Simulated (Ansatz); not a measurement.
## Phonon dispersion of C

Computed with DFT PBE, scalar-relativistic, plane waves, PAW in Ansatz. Settings: 420 eV plane-wave cutoff, Γ-centred 18×18×4 mesh, Fermi-Dirac smearing of 0.15 eV. No spin polarisation. Phonons by linear response, acoustic sum rule imposed.

Equilibrium structure at this level:
```xyz
6
Lattice="1.2333 -2.1361 0.0000 1.2333 2.1361 0.0000 0.0000 0.0000 13.2569" Properties=species:S:1:pos:R:3 pbc="T T T"
C     1.2333    1.4240    8.8838
C     1.2333   -1.4240    8.8838
C     1.2333   -1.4240    4.3731
C     1.2333    1.4240    4.3731
C     1.2333    0.7120    0.0000
C     1.2333   -0.7120    0.0000
```

It was reached by relaxing an invented guess, and it needn't be the stable form of this composition. In a metal, frequencies and elastic constants depend on the k mesh and the smearing, soft modes and shear constants most. Some empty bands missed the eigensolver's threshold. The q mesh is coarse, so values between its points are rough. No dispersion correction is applied, so modes and constants that involve weak contacts between layers, chains or molecules come out too soft.

Force constants from linear response on a 3×3×1 q mesh.

Path: Γ–Y–C0 | SIGMA0–Γ–Z–A0 | E0–T–Y | Γ–S–R–Z–T. Only the points of the 3×3×1 mesh were computed; the rest is interpolation, which is rough on so few points. At q = (0.000, 0.000, 0.000) a computed mode is imaginary, 5i cm⁻¹, so the cell is unstable at this level. Distance along the path (Å⁻¹), then the branches (cm⁻¹, negative for imaginary):
```
0.000  -6 -5 -2 0 0 0 8 20 20 872 872 872 1548 1548 1548 1549 1549 1549
0.368  10 23 23 247 247 247 415 415 416 863 863 863 1534 1534 1535 1562 1562 1563
0.735  153 154 154 451 451 451 788 788 789 822 822 822 1482 1482 1482 1567 1567 1567
1.103  330 330 331 592 592 592 729 729 729 1097 1097 1098 1396 1396 1396 1500 1500 1500
1.471  458 458 458 634 634 634 647 648 648 1321 1321 1322 1346 1346 1346 1356 1357 1357
1.683  458 458 458 628 629 629 687 688 688 1311 1311 1311 1339 1339 1340 1340 1340 1341
1.895  463 464 464 611 612 612 791 791 791 1284 1284 1285 1294 1294 1294 1320 1320 1320
2.108  485 486 486 580 580 580 919 919 919 1232 1232 1232 1252 1252 1253 1294 1294 1294
2.320  531 531 531 531 531 531 992 992 992 1214 1214 1214 1214 1214 1215 1279 1279 1280
2.532  465 465 465 597 598 598 932 932 932 1159 1159 1159 1296 1296 1297 1307 1307 1307
2.957  291 291 291 699 699 699 743 743 743 978 978 980 1399 1399 1400 1501 1501 1501
3.381  108 109 110 433 433 433 673 673 674 838 838 838 1500 1500 1501 1569 1569 1569
3.806  -21 -9 -7 147 147 147 242 242 242 869 869 869 1544 1544 1545 1554 1554 1554
4.048  -6 -5 -2 0 2 2 8 19 21 872 872 872 1548 1548 1548 1549 1549 1549
4.107  -6 -4 -3 -1 3 4 8 17 22 872 872 872 1548 1548 1549 1549 1549 1549
4.166  -6 -4 -4 -2 4 7 8 15 23 872 872 872 1548 1548 1549 1549 1549 1549
4.226  -6 -4 -3 -2 4 7 10 13 23 872 872 872 1548 1548 1549 1549 1549 1549
4.467  -18 -18 8 147 147 147 242 242 242 869 869 869 1544 1544 1544 1554 1554 1554
4.892  108 109 110 433 433 433 672 674 674 838 838 838 1500 1500 1500 1569 1569 1569
5.316  291 291 291 699 699 699 743 743 743 978 979 979 1399 1399 1399 1501 1501 1501
5.741  465 465 465 597 598 598 932 932 932 1158 1159 1159 1296 1296 1296 1306 1307 1307
5.953  531 531 531 531 531 531 992 992 992 1214 1214 1214 1214 1214 1214 1279 1280 1280
6.166  485 485 486 580 580 580 919 919 919 1232 1232 1232 1252 1252 1253 1294 1294 1294
6.378  464 464 464 611 611 612 791 791 791 1284 1284 1284 1293 1294 1294 1320 1320 1320
6.590  458 458 459 628 629 629 687 688 688 1310 1311 1311 1339 1339 1340 1340 1340 1341
6.802  458 458 458 634 634 634 647 648 648 1321 1322 1322 1346 1346 1346 1356 1357 1357
6.862  458 458 458 634 634 634 647 648 648 1321 1322 1322 1346 1346 1346 1356 1357 1357
6.921  458 458 458 634 634 634 647 648 648 1321 1322 1322 1346 1346 1346 1356 1357 1357
6.980  458 458 458 634 634 634 647 648 648 1321 1321 1322 1346 1346 1346 1356 1357 1357
7.039  458 458 458 634 634 634 647 648 648 1321 1321 1322 1346 1346 1346 1356 1357 1357
7.223  -20 -4 5 127 127 127 211 211 211 870 870 870 1545 1545 1546 1553 1553 1553
7.591  78 80 81 356 356 356 609 609 610 848 848 848 1514 1514 1514 1570 1570 1570
7.959  239 240 240 530 530 530 782 782 782 951 951 952 1440 1440 1440 1545 1545 1545
8.326  414 415 415 633 633 633 669 669 669 1226 1226 1227 1360 1360 1360 1432 1432 1432
8.540  458 458 458 634 634 634 647 648 648 1321 1322 1322 1346 1346 1346 1357 1357 1357
8.599  458 458 458 634 634 634 647 648 648 1321 1322 1322 1346 1346 1346 1357 1357 1357
8.658  458 458 458 634 634 634 647 648 648 1321 1322 1322 1346 1346 1346 1357 1357 1357
8.717  458 458 458 634 634 634 647 648 648 1321 1322 1322 1346 1346 1346 1357 1357 1357
8.931  414 415 415 633 633 633 669 669 669 1226 1226 1226 1360 1360 1360 1432 1432 1432
9.299  239 239 240 530 530 530 782 782 782 950 952 952 1440 1440 1440 1545 1545 1545
9.666  79 79 81 356 356 356 608 609 610 848 848 848 1514 1514 1514 1570 1570 1570
10.034  -16 -16 12 127 127 127 210 211 211 870 870 870 1545 1545 1546 1553 1553 1553
10.402  -16 -16 12 127 127 127 210 211 211 870 870 870 1545 1546 1546 1552 1553 1553
10.769  79 79 82 356 356 356 608 609 610 848 848 848 1514 1514 1514 1570 1570 1570
11.137  239 239 240 530 530 530 782 782 782 950 952 952 1440 1440 1440 1545 1545 1545
11.505  414 414 415 633 633 633 669 669 669 1226 1226 1227 1360 1360 1360 1432 1432 1432
```
